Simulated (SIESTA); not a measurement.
**La2O3 in SIESTA: the effect of strain zz**

La2O3:

```xyz
5
Lattice="3.9308 0.0000 0.0000 -1.9654 3.4042 0.0000 0.0000 0.0000 5.8675" Properties=species:S:1:pos:R:3 pbc="T T T"
La    0.0000    2.2694    1.4448
La    1.9654    1.1347    4.4227
O     0.0000    0.0000    0.0000
O     0.0000    2.2694    3.7897
O     1.9654    1.1347    2.0777
```

The cell is a database's computed one.

The cell isn't the ideal one: cell strained along z.

Alike in all runs:

| Quantity | Value |
| --- | --- |
| Program | SIESTA 5.4.2 |
| Task | single point |
| Functional | PBE |
| Potentials or basis | PseudoDojo 0.4 standard (PBE files) |
| Basis | DZP (energy shift 0.003 Ry; two zetas on semicore shells) |
| Grid cutoff | 800 Ry |
| Energy shift | 0.003 Ry |
| k mesh | 8 × 8 × 5 |
| Occupations | fermi-dirac, width 0.05 eV |
| Spin | no spin polarisation |

```csv
strain zz,gap on the mesh (eV),pressure (GPa),largest force (eV/Å)
-0.04,3.71,15.0,0.99
-0.02,3.79,11.6,0.64
-0.01,?,?,?
0,3.81,8.7,0.38
0.01,3.82,7.3,0.28
0.02,3.82,6.1,0.23
0.04,3.83,3.8,0.29
```

Question: What does the run with strain zz -0.01 give?

Answer: gap on the mesh 3.81 eV; pressure 10.1 GPa; largest force 0.51 eV/Å.

Worked out: A parabola through the other rows of the gap on the mesh, of slope 1.86 eV per unit of strain zz there, gives 3.80 eV, against the run's 3.81. A parabola through the other rows of the pressure, of slope -149 GPa per unit of strain zz there, gives 10.1 GPa, against the run's 10.1. A parabola through the other rows of the largest force, of slope -12.5 eV/Å per unit of strain zz there, gives 0.47 eV/Å, against the run's 0.51.

Caveats: spin-orbit coupling is left out, which moves the levels of the heavy elements; an odd mesh through Γ misses points on the zone boundary, where band edges often lie; the basis of atomic orbitals isn't converged, which shifts pressures, moduli and gaps.
